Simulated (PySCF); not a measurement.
## Computed NMR parameters against published values

Numbering as in the mapped SMILES `[O:1]=[C:2]1[CH:3]=[CH:4][C:5](=[O:6])[O:7]1` (H(Xn): hydrogen on atom n).

The experiment to reproduce: δ 17O O1/O6 437.1; O7 288.1 ppm (measured; CH3CN; Olsson, Cremer, J. Phys. Chem. 1996, 100, 16881).
δ 17O O1/O6 437.1; O7 288.1 ppm (measured; solution, CH3CN; L. Olsson, D. Cremer, J. Phys. Chem. 100 (1996) 16881).

- NMR shieldings at B97-2/pcSseg-2/GIAO
- coordinates at the PBE0-D3(BJ)/def2-TZVP level
- program: PySCF 2.14
- fast rotation and ring inversion assumed for equivalent nuclei, non-relativistic, no solvent, single conformer

Task: What does the calculation give, and how does it compare?

Result: 
Reference values: measured (CH3CN; Olsson, Cremer, J. Phys. Chem. 1996, 100, 16881).
```json
{"atoms": "O1/O6", "quantity": "δ 17O vs H2O (gas)", "reference": "437.1", "computed": "481.9"}
{"atoms": "O7", "quantity": "δ 17O vs H2O (gas)", "reference": "288.1", "computed": "303.9"}
```

Reference values: measured (solution, CH3CN; L. Olsson, D. Cremer, J. Phys. Chem. 100 (1996) 16881).
```csv
atoms,quantity,reference,computed
O1/O6,δ 17O vs gaseous H2O,437.1,481.9
O7,δ 17O vs gaseous H2O,288.1,303.9
```

Computed shifts are σ(ref) − σ with the named reference compound (TMS for H and C) calculated as an isolated molecule at the same level. The measured values may be among those fitted. Shieldings were converted by a linear fit to measured shifts: 17O (scatter 12.8 ppm rms vs liquid water, solution or neat liquid). A few per cent of atoms miss by over 2 rms, more outside the fitted compound classes.

Task: How far are the unscaled 17O shifts from the references?

Result: Mean signed difference +30.30 ppm, mean absolute 30.30 ppm over 4 comparisons; the largest is +44.8 ppm at O1/O6 (ester carbonyl oxygen).

4 of the 10 published NMR values on file for this molecule are compared. The rest: values whose atom or origin is in doubt.
